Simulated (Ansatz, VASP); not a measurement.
**One calculation of LiF, two programs**

Contents of INCAR:

```
SYSTEM = LiF
ALGO = Normal
EDIFF = 1E-8
ENCUT = 520
GGA = PE
ISIF = 2
ISMEAR = -1
LASPH = .True.
LCHARG = .False.
LEFG = .True.
LREAL = .False.
LWAVE = .False.
NBANDS = 12
NELM = 80
PREC = Accurate
SIGMA = 0.03
```

Contents of KPOINTS:

```
k-points
0
Gamma
  10 10 10
  0 0 0
```

The input POSCAR:

```
LiF
1.0
    0.0000000000      2.0004828142      2.0004828142
    2.0004828142      0.0000000000      2.0004828142
    2.0004828142      2.0004828142      0.0000000000
Li F
1 1
Direct
    0.0000000000      0.0000000000      0.0000000000
    0.5000000000      0.5000000000      0.5000000000
```

Input for Ansatz:

```yaml
crystal:
  lattice:
    - [0.0, 2.0004828142, 2.0004828142]
    - [2.0004828142, 0.0, 2.0004828142]
    - [2.0004828142, 2.0004828142, 0.0]
  atoms:
    - { symbol: Li, position: [0.0, 0.0, 0.0] }
    - { symbol: F, position: [0.5, 0.5, 0.5] }
kpoints:
  mp_grid: { grid: [10, 10, 10] }
scf:
  occupations: { method: fermi_dirac, width: 0.03 }
hamiltonian:
  xc: pbe
  pseudopotentials: { kind: all_electron, datasets: crystal }
output:
  forces: true
  stress: true
  eigenvalues: true
  efg: { contact_densities: true }
```

Change from the starting cell: volume scaled by 0.98, crystal datasets.

Alike in both runs: task electric field gradients; functional PBE; k mesh 10 × 10 × 10; occupations fermi-dirac, width 0.03 eV; no spin polarisation.

|  | VASP | Ansatz |
| --- | --- | --- |
| version | VASP 6.6.1 | Ansatz 0.2.0 |
| potentials or method | VASP PAW PBE potentials, release 64 (Li_sv, F) | all-electron PAW with datasets made for the crystal, scalar-relativistic |
| plane-wave cutoff (eV) | 520 | see its input |

|  | VASP | Ansatz | Ansatz less VASP |
| --- | --- | --- | --- |
| gap on the k mesh at the Fermi level (eV) | 9.28 | 9.25 | -0.027 |
| Vzz of the field gradient on the site that differs most (V/Å²) | 0.0 | 0.0 | 0.00 |

Ansatz ran all-electron here, so the differences hold the error of VASP's frozen core and of both bases.

 A k mesh can miss the band edges.
